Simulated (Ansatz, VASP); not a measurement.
## Si: VASP beside Ansatz

INCAR

```
SYSTEM = Si
PREC = Accurate
ENCUT = 520
EDIFF = 1E-6
ISMEAR = -1
SIGMA = 0.05
LREAL = .False.
LASPH = .True.
NELM = 100
ALGO = Normal
ISIF = 2
LWAVE = .False.
LCHARG = .False.
GGA = PE
NBANDS = 11
```

Contents of KPOINTS:

```
regular mesh
0
Gamma
  11 11 11
  0 0 0
```

File POSCAR:

```
Si
1.0
   -2.3713723045      2.3713723045      1.3292653899
    2.3713723045     -2.3713723045      1.3292653899
    2.3713723045      2.3713723045     -1.3292653899
Si
2
Direct
    0.5000000000      0.5000000000      0.0000000000
    0.2500000000      0.7500000000      0.5000000000
```

File input.yaml:

```yaml
crystal:
  lattice:
    - [-2.3713723045, 2.3713723045, 1.3292653899]
    - [2.3713723045, -2.3713723045, 1.3292653899]
    - [2.3713723045, 2.3713723045, -1.3292653899]
  atoms:
    - { symbol: Si, position: [0.5, 0.5, 0.0] }
    - { symbol: Si, position: [0.25, 0.75, 0.5] }
hamiltonian:
  xc: pbe
  pseudopotentials: { kind: paw, azcp: { folder: soft_1 } }
kpoints:
  mp_grid: { grid: [11, 11, 11] }
scf:
  occupations: { method: fermi_dirac, width: 0.05 }
output:
  forces: true
  stress: true
  eigenvalues: true
```

This isn't the form of Si at room conditions, which is diamond.

Alike in both runs: task single point; functional PBE; k mesh 11 × 11 × 11; occupations fermi-dirac, width 0.05 eV; no spin polarisation.

|  | VASP | Ansatz |
| --- | --- | --- |
| version | VASP 6.6.1 | Ansatz 0.2.0 |
| potentials or method | VASP PAW PBE potentials, release 64 (Si) | Ansatz PAW soft_1 |
| plane-wave cutoff (eV) | 520 | 420 |
| valence electrons in the cell | 8 | 8 |

```tsv
	VASP	Ansatz	Ansatz less VASP
gap on the k mesh at the Fermi level (eV)	none	none	-
pressure (GPa)	3.1	3.2	+0.06
largest component of the traceless stress (GPa)	1.10	1.11	+0.010
```

A gap of «none» marks a metal or a gap that the smearing closes. The functional is the same, so the differences come from potentials, cutoffs and numerics.
